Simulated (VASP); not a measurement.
**Cr: single point with LDA**

Cr:

```
CELL_PARAMETERS angstrom
-1.48445 1.48445 1.48445
1.48445 -1.48445 1.48445
1.48445 1.48445 -1.48445
ATOMIC_POSITIONS crystal
Cr 0.00000 0.00000 0.00000
```

```json
{
 "Program": "VASP 6.6.1",
 "Task": "single point",
 "Functional": "LDA",
 "Potentials or basis": "VASP PAW LDA potentials, release 54 (Cr_pv)",
 "Cutoff": "520 eV",
 "k mesh": "12 × 12 × 12",
 "Occupations": "gaussian, width 0.02 eV",
 "Spin": "collinear spin, ferromagnetic start",
 "Starting moments": "[3.0] μB",
 "Further INCAR settings": "ALGO = Normal; EDIFF = 1.00e-06; NBANDS = 16"
}
```

- Pressure: -38.1 GPa
- Band gap on the k mesh: none (metal or under the smearing width)
- Net moment: 0.00 μB per cell
- Valence electrons inside the program's atomic spheres: Cr 10.83

Levels at points of the mesh, in eV from the Fermi level:
Spin up:
```
           k point  band 2  band 3  band 4  band 5  band 6  band 7  band 8  band 9  band 10  band 11
(0.00, 0.00, 0.00)  -42.48  -42.48   -7.34   -0.77   -0.77   -0.77    0.91    0.91     5.29    21.36
(0.50, 0.00, 0.00)  -42.68  -42.48   -3.86   -2.07    0.91    0.93    1.18    2.40     5.29     8.54
(0.50, 0.50, 0.50)  -42.92  -42.92   -3.65   -3.65    2.08    2.08    2.08    5.29     9.54     9.54
```
Spin down:
| k point | band 4 | band 5 | band 6 | band 7 | band 8 | band 9 |
| --- | --- | --- | --- | --- | --- | --- |
| (0.00, 0.00, 0.00) | -7.34 | -0.77 | -0.77 | -0.77 | 0.91 | 0.91 |
| (0.50, 0.00, 0.00) | -3.86 | -2.07 | 0.91 | 0.93 | 1.18 | 2.40 |
| (0.50, 0.50, 0.50) | -3.65 | -3.65 | 2.08 | 2.08 | 2.08 | 5.29 |

Run time: 20 s on 1 thread of Intel(R) Xeon(R) 6975P-C (Granite Rapids), with other jobs on the host, peak memory 0.13 GiB.

Caveat: the starting moments collapsed, and a magnetic state may lie lower; a pressure of tens of GPa on the cell as given is suspect, and the run, the potentials or the cell itself is likely at fault.
